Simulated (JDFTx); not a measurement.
**AlAs: equation of state with PBEsol**

The system is AlAs.

```
As Al
1.0
     0.00000    2.83040    2.83040
     2.83040    0.00000    2.83040
     2.83040    2.83040    0.00000
As Al
1 1
Direct
  0.75000 0.75000 0.75000
  0.00000 0.00000 0.00000
```

```
Program             : JDFTx 1.7.0 (patched build)
Task                : equation of state
Functional          : PBEsol
Potentials or basis : PseudoDojo-SR-PBEsol-0.4.1-standard with smoothed tails
Cutoff              : 1143 eV
Density cutoff      : 9143 eV
k mesh              : 8 × 8 × 8
Occupations         : fermi-dirac, width 0.05 eV
Spin                : no spin polarisation
```

```
Equilibrium volume                      : 22.84 Å³/atom
Bulk modulus                            : 72 GPa
Pressure derivative of the bulk modulus : 4.2
```

Energy against volume, from the lowest point:
```
volume (Å³/atom)  energy (meV/atom)
          21.314              25.49
          21.768              11.99
          22.221               3.66
          22.675               0.00
          23.128               0.55
          23.582               4.88
          24.035              12.63
```

Zero-point motion and thermal expansion aren't in these numbers.
